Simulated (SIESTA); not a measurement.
Crystal: MnO.

```
Mn O
1.0
     0.00000    2.22200    2.22200
     2.22200    0.00000    2.22200
     2.22200    2.22200    0.00000
Mn O
1 1
Direct
  0.00000 0.00000 0.00000
  0.50000 0.50000 0.50000
```

Base run:

```yaml
Program: SIESTA 5.4.2
Functional: PBE
Potentials_or_basis: PseudoDojo 0.4 standard (PBE files)
Basis: DZP (energy shift 0.003 Ry; two zetas on semicore shells)
Grid_cutoff: 800 Ry
Energy_shift: 0.003 Ry
k_mesh: 10 × 10 × 10
Occupations: fermi-dirac, width 0.05 eV
Spin: collinear spin, ferromagnetic start
Starting_moments: "[4.0, 0.0] μB"
Fixed_moment: 2 μB
```

Its results: pressure -29.0 GPa; site moments Mn +2.07; O -0.07 μB.

Problem. The run is repeated on the same cell with these changes: fixed moment from 2 μB to 5 μB. What comes out?

Solution. Pressure 5.9 GPa; site moments Mn +4.79; O +0.21 μB.

Caveats: short orbitals over semicore shells can move pressures by several GPa; the basis of atomic orbitals isn't converged, which shifts pressures, moduli and gaps; the total moment is fixed, so each spin has its own Fermi level; a cell with one magnetic atom can't hold antiferromagnetic order, which such compounds often take; the moment is held away from its start (some runs); a pressure of tens of GPa on the cell as given is suspect, and the run, the potentials or the cell itself is likely at fault (some runs).
